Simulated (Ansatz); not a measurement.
# Structure relaxation of Te

Computed with DFT PBE, scalar-relativistic, plane waves, PAW in Ansatz 0.2.0. Cutoff 420 eV, Γ-centred k mesh, Gaussian smearing, no spin polarisation in the final step.

Te was placed on the graphite structure type (P6_3/mmc, No. 194), at a guessed volume.

```
CELL_PARAMETERS angstrom
3.93605 0.00000 0.00000
-1.96803 3.40872 0.00000
0.00000 0.00000 10.72014
ATOMIC_POSITIONS crystal
Te 0.00000 0.00000 0.25000
Te 0.00000 0.00000 0.75000
Te 0.33333 0.66667 0.75000
Te 0.66667 0.33333 0.25000
```

Steps on the 6×6×2 mesh (4 atoms). 12 of 20 steps are shown, and the free energy counts from the last. Trial steps that were taken back and renewals of the plane-wave basis can be among the rows.

```tsv
step	ΔF (meV/atom)	V (Å³/atom)	P (GPa)
1	4575.8	35.96	67.14
3	1609.7	43.30	25.22
4	901.5	47.21	14.10
6	339.4	54.76	0.57
8	320.2	50.70	-0.12
10	303.8	45.39	-0.15
11	290.6	42.73	-0.22
13	217.5	37.44	-0.43
15	166.0	33.78	0.39
17	54.4	34.41	4.47
18	25.4	35.26	2.91
20	0.0	37.20	0.21
```

Steps on the 6×6×4 mesh (4 atoms). 4 of 5 steps are shown, and the free energy counts from the last.

```
step  ΔF (meV/atom) V (Å³/atom) P (GPa)
   1           23.3        37.20     0.71
   2            1.3        37.38    -0.15
   4            0.0        37.10    -0.01
   5            0.0        37.10    -0.02
```

Steps on the 12×12×8 mesh (4 atoms). 4 of 5 steps are shown, and the free energy counts from the last.

| step | ΔF (meV/atom) | V (Å³/atom) | P (GPa) |
| --- | --- | --- | --- |
| 1 | 9.1 | 37.10 | 0.10 |
| 2 | 0.4 | 37.64 | -0.10 |
| 3 | 0.1 | 37.54 | 0.09 |
| 5 | 0.0 | 37.62 | -0.01 |

A final relaxation ran on a 12×12×8 mesh. The relaxed crystal, P6_3/mmc (No. 194):

```cif
data_structure
_symmetry_space_group_name_H-M 'P6_3/mmc'
_symmetry_Int_Tables_number 194
_cell_length_a 5.2476
_cell_length_b 5.2476
_cell_length_c 6.3098
_cell_angle_alpha 90.000
_cell_angle_beta 90.000
_cell_angle_gamma 120.000
_cell_volume 150.48
loop_
_atom_site_label
_atom_site_type_symbol
_atom_site_symmetry_multiplicity
_atom_site_Wyckoff_symbol
_atom_site_fract_x
_atom_site_fract_y
_atom_site_fract_z
_atom_site_occupancy
Te1 Te 2 b 0.00000 0.00000 0.25000 1
Te2 Te 2 d 0.33333 0.66667 0.75000 1
```

- Volume per atom: 37.62 Å³
- Density: 5.63 g/cm³
- Energy over the standard structure: 0.33 eV/atom
- Gap on the 12×12×8 mesh: 0 eV (a metal)

Energies count from the standard state of Te at the same level.

The final run used a 12×12×8 mesh on its 4-atom cell and 0.10 eV smearing. For metals, differences of a few meV/atom aren't resolved. Spin–orbit coupling is left out.

Symmetry constrained the relaxation, so the result can be a saddle point.